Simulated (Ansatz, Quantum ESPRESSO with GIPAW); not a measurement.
# CaMg3O4: which site gives which 17O line?

The values are calculated: DFT, PBEsol, plane-wave PAW (pslibrary 1.0.0 recipes), scalar-relativistic, GIPAW shieldings (Quantum ESPRESSO with GIPAW, a patched development version); field gradients by Ansatz. Shieldings are without the macroscopic shape term, which is common to all sites.

```
CELL_PARAMETERS angstrom
4.44602 0.00000 0.00000
0.00000 4.44602 0.00000
0.00000 0.00000 4.44602
ATOMIC_POSITIONS crystal
Ca 0.00000 0.00000 0.00000
Mg 0.50000 0.50000 0.00000
Mg 0.50000 0.00000 0.50000
Mg 0.00000 0.50000 0.50000
O 0.00000 0.50000 0.00000
O 0.00000 0.00000 0.50000
O 0.50000 0.50000 0.50000
O 0.50000 0.00000 0.00000
```

The cell is a computed entry of the Materials Project; it need not be the form that is stable at ambient conditions. The coordinates shown are those after relaxation (atoms relaxed).

The O sites:

```csv
site,atom no.,atoms in cell,site symmetry,surroundings,bonds (Å)
O(1),5,3,4/mmm,bound to Ca2Mg4,2.223
O(2),7,1,m-3m,bound to Mg6,2.223
```

The lines, in order of position:

```csv
line,σ_iso (ppm),relative area,span (ppm),skew,|C_Q| (MHz),η_Q
A,170.2,1,0.0,-,0.00,0.00
B,69.3,3,154.4,1.00,3.53,0.00
```

Simulated spectrum: 17O fast MAS, 14.1 T (81.4 MHz), central transition to second order, lines broadened by 1.5 ppm; the axis counts ppm from the isotropic position of the most shielded site, as −Δσ; rigid lattice, with dipolar and J couplings and satellite transitions left out.

offset (ppm), intensity and a bar:
```
    106.7       0.00 
    103.0       0.00 
     99.4       0.01 
     96.4       0.58 #################
     95.8       0.53 ################
     92.5       0.27 ########
     88.9       0.25 #######
     85.2       0.31 #########
     83.6       0.46 ##############
     81.9       0.09 ###
     78.3       0.04 #
     74.7       0.03 #
     71.3       0.00 
     67.7       0.00 
     64.1       0.00 
     60.5       0.00 
     57.2       0.00 
     53.5       0.00 
     49.9       0.00 
     46.6       0.00 
     43.0       0.00 
     39.4       0.00 
     36.0       0.00 
     32.4       0.00 
     28.8       0.00 
     25.2       0.00 
     21.8       0.00 
     18.2       0.00 
     14.6       0.00 
     11.3       0.00 
      7.7       0.00 
      4.0       0.01 
      0.7       0.58 #################
     -0.1       1.00 ##############################
     -2.9       0.01 
     -6.5       0.00 
     -9.9       0.00
```

Most prominent maxima (ppm: height): 96.4: 0.58, 83.6: 0.46, -0.1: 1.00.

Q: Assign the lines to the sites.

By the calculation: A is O(2) (bound to Mg6); B is O(1) (bound to Ca2Mg4). The areas settle A and B, whose multiplicities are unique.

[Banner, clock, file and message-heading lines were taken out of the pw.x and gipaw.x logs.]

[Logs are printed without paths, hosts, clocks, repeated set-up lines and the standing remarks that a program may print on its own settings, such as how far it seeks lower states.]

[Hosts, paths, dates, database ids (printed as entryN), source tags and the programs' standing remarks are cut or masked in the printed files.]
